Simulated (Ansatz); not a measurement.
Input of an Ansatz 0.2.0 run:

The input input.yaml:

```yaml
crystal:
  lattice:
    - [0.0, 2.3495, 2.3495]
    - [2.3495, 0.0, 2.3495]
    - [2.3495, 2.3495, 0.0]
  atoms:
    - { symbol: Cd, position: [0.0, 0.0, 0.0] }
    - { symbol: O, position: [0.5, 0.5, 0.5] }
hamiltonian:
  xc: pbe
  pseudopotentials: { kind: paw }
kpoints:
  mp_grid: { grid: [10, 10, 10] }
scf:
  occupations: { method: gaussian, width: 0.03 }
output:
  forces: true
  stress: true
  eigenvalues: true
  write_density: true
  write_potential: true
  elf: true
  volumetric_format: npy
```

Potentials or basis: Ansatz PAW.

Command:

```sh
$ ansatz run input.yaml --threads 2 --pin off --max-ram 5632MiB --backend cpu --events-out ev --progress --plain --runs-dir out
```

(1) What does it give for the band gap on the k mesh?

(2) What does it give for the pressure?

## Answers

(1) none (metal or under the smearing width).

(2) 6.1 GPa.

Caveat: the pressure holds a Pulay correction of +0.5 GPa for the finite cutoff; this crystal is a semiconductor, whose small gap the functional closes, so the metal is an error of the method.
